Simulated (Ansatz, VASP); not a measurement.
## Mo in VASP and in Ansatz

```
Mo
1.0
    -1.58381    1.58381    1.58381
     1.58381   -1.58381    1.58381
     1.58381    1.58381   -1.58381
Mo
1
Direct
  0.00000 0.00000 0.00000
```

Alike in both runs: task relaxation of cell and atoms; functional revPBE; k mesh 12 × 12 × 12; occupations fermi-dirac, width 0.05 eV; no spin polarisation.

```csv
,VASP,Ansatz
version,VASP 6.6.1,Ansatz 0.2.0
potentials or method,"VASP PAW PBE potentials, release 64 (Mo_sv)",Ansatz PAW
plane-wave cutoff (eV),600,420
valence electrons in the cell,14,14
```

Ansatz gave:

| Quantity | Value |
| --- | --- |
| gap on the k mesh at the Fermi level, each at its own relaxed structure (eV) | none |
| relaxed volume (Å³/atom) | 15.93 |
| relaxed cell length with the largest relative difference (Å) | 2.745 |

What did VASP give for the same quantities?

gap on the k mesh at the Fermi level, each at its own relaxed structure (eV): none; relaxed volume (Å³/atom): 15.96; relaxed cell length with the largest relative difference (Å): 2.747.

A gap of «none» marks a metal or a gap that the smearing closes.

Caveats: the PAW data sets were made with another functional, which shifts forces and pressure a little (VASP); the plane-wave basis is chosen anew once the cell has moved, so the energies of steps on either side of that aren't comparable (Ansatz); the PAW data sets come from PBE, with cores solved anew for the run's functional, which leaves a small shift of forces and pressure (Ansatz).
